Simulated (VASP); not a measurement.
# GaP (F-43m) in VASP: single point with HSE06

Aim: the single point of GaP with HSE06.

Everything below comes from runs of VASP 6.6.1. Logs are shortened: lines on timing, memory, paths and dates and some standing lists are left out, and cuts for length are marked.

**What was measured.**

From “Stacking defects in GaP nanowires: Electronic structure and optical properties”, 2018, arxiv:1810.01194, for a bulk crystal of GaP at 10 K: band gap 2.34 eV (indirect).

The results are compared with them further down.

## Step 1: The crystal as given

Symmetry: F-43m, No. 216, cubic system. The conventional cell has a = 5.465 Å, b = 5.465 Å, c = 5.465 Å, α = 90.00°, β = 90.00°, γ = 90.00°. Around Ga (site symmetry -43m) lie 4 P at 2.37 Å. P (site symmetry -43m) is surrounded by 4 Ga at 2.37 Å.

## Step 2: Single point, HSE06

POSCAR

```
GaP
1.0
    0.0000000000      2.7327335932      2.7327335932
    2.7327335932      0.0000000000      2.7327335932
    2.7327335932      2.7327335932      0.0000000000
Ga P
1 1
Direct
    0.0000000000      0.0000000000      0.0000000000
    0.2500000000      0.2500000000      0.2500000000
```

INCAR.step1

```
SYSTEM = GaP
ALGO = Normal
EDIFF = 1E-5
ENCUT = 520
GGA = PE
ISIF = 2
ISMEAR = 0
LASPH = .True.
LREAL = .False.
LWAVE = .True.
NBANDS = 16
NELM = 100
PREC = Accurate
SIGMA = 0.02
```

INCAR.step2

```
SYSTEM = GaP
ALGO = Normal
EDIFF = 1E-6
ENCUT = 520
GGA = PE
HFSCREEN = 0.2079
ISIF = 2
ISMEAR = 0
ISTART = 1
LASPH = .True.
LCHARG = .True.
LELF = .True.
LHFCALC = .True.
LREAL = .False.
LVHAR = .True.
LWAVE = .False.
NBANDS = 16
NELM = 100
PREC = Accurate
PRECFOCK = Normal
SIGMA = 0.02
```

KPOINTS

```
k-points
0
Gamma
  6 6 6
  0 0 0
```

Potentials or basis: VASP PAW PBE potentials, release 64 (Ga_d, P).

On the command line:

```console
> cat potpaw_PBE.64/Ga_d/POTCAR potpaw_PBE.64/P/POTCAR > POTCAR
> cp INCAR.step1 INCAR
> mpirun -np 1 vasp_std > vasp.out
> cp INCAR.step2 INCAR
> mpirun -np 1 vasp_std > vasp.out
```

OUTCAR:

```text
SYSTEM = GaP
   EDIFF = 1E-6
   ENCUT = 520
   GGA = PE
   HFSCREEN = 0.2079
   ISIF = 2
   ISMEAR = 0
   ISTART = 1
   LASPH = .True.
   LHFCALC = .True.
   LREAL = .False.
   NELM = 100
   PREC = Accurate
   PRECFOCK = Normal

 ion  position               nearest neighbor table
   1  0.000  0.000  0.000-   2 2.37   2 2.37   2 2.37   2 2.37
   2  0.250  0.250  0.250-   1 2.37   1 2.37   1 2.37   1 2.37

  LATTYP: Found a face centered cubic cell.
 ALAT       =     5.4654671864

  Lattice vectors:

 A1 = (   0.0000000000,   2.7327335932,   2.7327335932)
 A2 = (   2.7327335932,   0.0000000000,   2.7327335932)
 A3 = (   2.7327335932,   2.7327335932,   0.0000000000)

Analysis of symmetry for initial positions (statically):
=====================================================================
 Subroutine PRICEL returns:
 Original cell was already a primitive cell.

 Routine SETGRP: Setting up the symmetry group for a
 face centered cubic supercell.

 Subroutine GETGRP returns: Found 24 space group operations
 (whereof 24 operations were pure point group operations)
 out of a pool of 48 trial point group operations.

The static configuration has the point symmetry T_d .

Analysis of symmetry for dynamics (positions and initial velocities):
=====================================================================
 Subroutine PRICEL returns:
 Original cell was already a primitive cell.

 Routine SETGRP: Setting up the symmetry group for a
 face centered cubic supercell.

 Subroutine GETGRP returns: Found 24 space group operations
 (whereof 24 operations were pure point group operations)
 out of a pool of 48 trial point group operations.

The dynamic configuration has the point symmetry T_d .

 Subroutine INISYM returns: Found 24 space group operations
 (whereof 24 operations are pure point group operations),
 and found     1 'primitive' translations

----------------------------------------------------------------------------------------

                                     Primitive cell

  volume of cell :      40.8152

  direct lattice vectors                    reciprocal lattice vectors
     0.000000000  2.732733593  2.732733593    -0.182966975  0.182966975  0.182966975
     2.732733593  0.000000000  2.732733593     0.182966975 -0.182966975  0.182966975
     2.732733593  2.732733593  0.000000000     0.182966975  0.182966975 -0.182966975

  length of vectors
     3.864668910  3.864668910  3.864668910     0.316908097  0.316908097  0.316908097

  position of ions in fractional coordinates (direct lattice)
     0.000000000  0.000000000  0.000000000
     0.250000000  0.250000000  0.250000000

  ion indices of the primitive-cell ions
   primitive index   ion index
                 1           1
                 2           2

----------------------------------------------------------------------------------------

 KPOINTS: k-points

Automatic generation of k-mesh.
 Grid dimensions read from file:
 generate k-points for:    6    6    6

 Generating k-lattice:

  Cartesian coordinates                     Fractional coordinates (reciprocal lattice)
    -0.030494496  0.030494496  0.030494496     0.166666667  0.000000000  0.000000000
     0.030494496 -0.030494496  0.030494496     0.000000000  0.166666667  0.000000000
     0.030494496  0.030494496 -0.030494496     0.000000000  0.000000000  0.166666667

  Length of vectors
     0.052818016  0.052818016  0.052818016

  Shift w.r.t. Gamma in fractional coordinates (k-lattice)
     0.000000000  0.000000000  0.000000000

 Subroutine IBZKPT returns following result:
 ===========================================

 Found     16 irreducible k-points:

 Following reciprocal coordinates:
            Coordinates               Weight
  0.000000  0.000000  0.000000      1.000000
  0.166667  0.000000  0.000000      8.000000
  0.333333  0.000000  0.000000      8.000000
  0.500000  0.000000  0.000000      4.000000
  0.166667  0.166667  0.000000      6.000000
  0.333333  0.166667  0.000000     24.000000
[... 8 lines left out ...]
 -0.333333  0.333333  0.166667     24.000000
 -0.333333  0.500000  0.166667     12.000000
   k-points           NKPTS =     16   k-points in BZ     NKDIM =    216   number of bands    NBANDS=     16
   number of dos      NEDOS =    301   number of ions     NIONS =      2
   total plane-waves  NPLWV =  27000
   dimension x,y,z NGX =    30 NGY =   30 NGZ =   30
   dimension x,y,z NGXF=    60 NGYF=   60 NGZF=   60
   ions per type =               1   1
   NGX,Y,Z   is equivalent  to a cutoff of  12.91, 12.91, 12.91 a.u.
   NGXF,Y,Z  is equivalent  to a cutoff of  25.81, 25.81, 25.81 a.u.
 SYSTEM =  GaP
   PREC   = accura    normal or accurate (medium, high low for compatibility)
   ISTART =      1    job   : 0-new  1-cont  2-samecut
   ICHARG =      0    charge: 1-file 2-atom 10-const
   ISPIN  =      1    spin polarized calculation?
   LNONCOLLINEAR =      F non collinear calculations
   LSORBIT =      F    spin-orbit coupling
   LASPH  =      T    aspherical Exc in radial PAW
   ENCUT  =  520.0 eV  38.22 Ry    6.18 a.u.   7.19  7.19  7.19*2*pi/ulx,y,z
   NELM   =    100;   NELMIN=  2; NELMDL=  0     # of ELM steps
   EDIFF  = 0.1E-05   stopping-criterion for ELM
   LREAL  =      F    real-space projection
   EDIFFG = 0.1E-04   stopping-criterion for IOM
   NSW    =      0    number of steps for IOM
   IBRION =     -1    ionic relax: 0-MD 1-quasi-New 2-CG
   NFREE  =      0    steps in history (QN), initial steepest desc. (CG)
   ISIF   =      2    stress and relaxation
   ISYM   =      3    0-nonsym 1-usesym 2-fastsym
   POTIM  = 0.5000    time-step for ionic-motion
   TEBEG  =    0.0;   TEEND  =   0.0 temperature during run
   PSTRESS=    0.0 pullay stress
   NELECT =      18.0000    total number of electrons
   NUPDOWN=      -1.0000    fix difference up-down
   EMIN   =  10.00;   EMAX   =-10.00  energy-range for DOS
   EFERMI =   0.00;   METHOD = LEGACY
   ISMEAR =     0;   SIGMA  =   0.02  broadening in eV -4-tet -1-fermi 0-gaus
   EFERMI_NEDOS =   21; number of points for ismear=-14 and -15
   IALGO  =     38    algorithm
   IMIX   =      1    mixing-type and parameters
     AMIX     =   0.40;   BMIX     =  1.00
     AMIX_MAG =   1.60;   BMIX_MAG =  1.00
  volume/ion in A,a.u.               =      20.41       137.72
  Fermi-wavevector in a.u.,A,eV,Ry     =   1.246116  2.354817 21.127186  1.552804
  Thomas-Fermi vector in A             =   2.380308
   LORBIT       =      0    0 simple, 1 ext, 2 COOP (PROOUT), +10 PAW based schemes
   GGA     = PE    functional components
   LHFCALC =     T    Hartree Fock is set to
   PRECFOCK=normal    Normal, Fast or Accurate (Low or Medium for compatibility)
   ENCUT4O =  -1.0   cutoff for four orbital integrals eV
   NKREDX  =     1    reduce k-point grid by
   NKREDY  =     1    reduce k-point grid by
   NKREDZ  =     1    reduce k-point grid by
   AEXX    =    0.2500 exact exchange contribution
   HFSCREEN=    0.2079 screening length (either q_TF or 0.3 A-1)
   HFSCREENC=   0.2079 screening length for correlation (either q_TF or 0.3 A-1)
   ENCUTFOCK=  -1.0 apply spherical cutoff to Coloumb kernel
   IVDW    =     0    specifies the selected vdW correction
   LEPSILON=     F    determine dielectric tensor
   LRPA    =     F    only Hartree local field effects (RPA)
 non-spin polarized calculation
 Gauss-broadening in eV      SIGMA  =   0.02
  energy-cutoff  :      520.00
  volume of cell :       40.82
 maximum number of plane-waves:      1113
 NGX is ok and might be reduce to    30
  NGX = 24; NGY = 24; NGZ = 24

 number of electron      17.9999991 magnetization

 Free energy of the ion-electron system (eV)
  ---------------------------------------------------
  ext. energy  EPLUGINS =         0.00000000
  ---------------------------------------------------
  free energy    TOTEN  =       -10.78041291 eV

  energy without entropy =      -10.78041291  energy(sigma->0) =      -10.78041291

 E-fermi :   4.2229     XC(G=0):  -8.1272

 val. band max:        4.1330640858   @ k =   0.0000   0.0000   0.0000
 cond. band min:       6.4422016024   @ k =   0.5000   0.5000   0.0000
 fundamental gap:      2.3091375166
 Fermi energy:         4.2229457973

 k-point     1 :       0.0000    0.0000    0.0000
  band No.  band energies     occupation
      1     -12.9115      2.00000
      2     -12.9115      2.00000
      3     -12.9115      2.00000
      4     -12.8128      2.00000
      5     -12.8128      2.00000
      6      -9.5819      2.00000
[... 8 lines left out ...]
     15      15.0207      0.00000
     16      15.0207      0.00000

 k-point     2 :       0.1667    0.0000    0.0000
  band No.  band energies     occupation
      1     -12.9258      2.00000
      2     -12.9045      2.00000
      3     -12.9045      2.00000
      4     -12.8128      2.00000
      5     -12.8128      2.00000
      6      -9.2041      2.00000
[... 8 lines left out ...]
     15      14.1250      0.00000
     16      15.2425      0.00000

 k-point     3 :       0.3333    0.0000    0.0000
  band No.  band energies     occupation
      1     -12.9534      2.00000
      2     -12.8928      2.00000
      3     -12.8928      2.00000
      4     -12.8103      2.00000
      5     -12.8103      2.00000
      6      -8.1925      2.00000
[... 8 lines left out ...]
     15      14.8757      0.00000
     16      14.8757      0.00000

 k-point     4 :       0.5000    0.0000    0.0000
  band No.  band energies     occupation
      1     -12.9668      2.00000
      2     -12.8885      2.00000
      3     -12.8885      2.00000
      4     -12.8075      2.00000
      5     -12.8075      2.00000
      6      -7.3825      2.00000
[... 8 lines left out ...]
     15      17.0990      0.00000
     16      17.0990      0.00000
[... 172 lines left out ...]
 k-point    14 :       0.5000    0.3333    0.1667
  band No.  band energies     occupation
      1     -12.9738      2.00000
      2     -12.8804      2.00000
      3     -12.8707      2.00000
      4     -12.8250      2.00000
      5     -12.8038      2.00000
      6      -7.3581      2.00000
[... 8 lines left out ...]
     15      17.2088      0.00000
     16      18.7751      0.00000

 k-point    15 :      -0.3333    0.3333    0.1667
  band No.  band energies     occupation
      1     -12.9780      2.00000
      2     -12.8804      2.00000
      3     -12.8644      2.00000
      4     -12.8226      2.00000
      5     -12.8065      2.00000
      6      -6.6701      2.00000
[... 8 lines left out ...]
     15      17.8931      0.00000
     16      18.2104      0.00000

 k-point    16 :      -0.3333    0.5000    0.1667
  band No.  band energies     occupation
      1     -12.9883      2.00000
      2     -12.8708      2.00000
      3     -12.8563      2.00000
      4     -12.8316      2.00000
      5     -12.8016      2.00000
      6      -6.3504      2.00000
[... 8 lines left out ...]
     15      17.3838      0.00000
     16      19.1285      0.00000

------------------------ aborting loop because EDIFF is reached ----------------------------------------

  FORCE on cell =-STRESS in cart. coord.  units (eV):
  Direction    XX          YY          ZZ          XY          YZ          ZX
  --------------------------------------------------------------------------------------
  -------------------------------------------------------------------------------------
  Total       -0.0406831     -0.0406831     -0.0406831      0.0000000      0.0000000      0.0000000
  in kB       -1.5969933     -1.5969933     -1.5969933      0.0000000      0.0000000      0.0000000
  external PRESSURE =      -1.5969933 kB  Pullay stress =       0.0000000 kB

 VOLUME and BASIS-vectors are now :
 -----------------------------------------------------------------------------
  energy-cutoff  :      520.00
  volume of cell :       40.82
      direct lattice vectors                 reciprocal lattice vectors
     0.000000000  2.732733593  2.732733593    -0.182966975  0.182966975  0.182966975
     2.732733593  0.000000000  2.732733593     0.182966975 -0.182966975  0.182966975
     2.732733593  2.732733593  0.000000000     0.182966975  0.182966975 -0.182966975

 POSITION                                       TOTAL-FORCE (eV/Angst)
 -----------------------------------------------------------------------------------
      0.00000      0.00000      0.00000         0.000000      0.000000      0.000000
      1.36637      1.36637      1.36637        -0.000000     -0.000000     -0.000000
 -----------------------------------------------------------------------------------
    total drift:                               -0.000038     -0.000037     -0.000028

  FREE ENERGIE OF THE ION-ELECTRON SYSTEM (eV)
  ---------------------------------------------------
  free  energy   TOTEN  =       -10.7804129133 eV

  energy  without entropy=      -10.7804129133  energy(sigma->0) =      -10.78041291
```

Run time: 25 min. Hardware: 1 thread of Intel Xeon Platinum 8488C (Sapphire Rapids), shared host; peak memory 0.29 GiB.

What came out:

* Free energy: -10.7804 eV
* Pressure: -0.2 GPa
* Band gap on the k mesh: 2.31 eV, indirect (least direct gap 2.72 eV)

Caveat: the PAW data sets were made with another functional, which shifts forces and pressure a little.

## Step 3: Against experiment

Step 2. A measured gap of GaP is 2.34 eV (indirect; 10 K; quoted in “Stacking defects in GaP nanowires: Electronic structure and optical properties”, 2018, arxiv:1810.01194); the calculated 2.31 eV misses it by -0.03 eV. Spin-orbit coupling on Ga is left out. The value is that of HSE06 on a finite k mesh, which can miss the band edges, without temperature or zero-point motion.
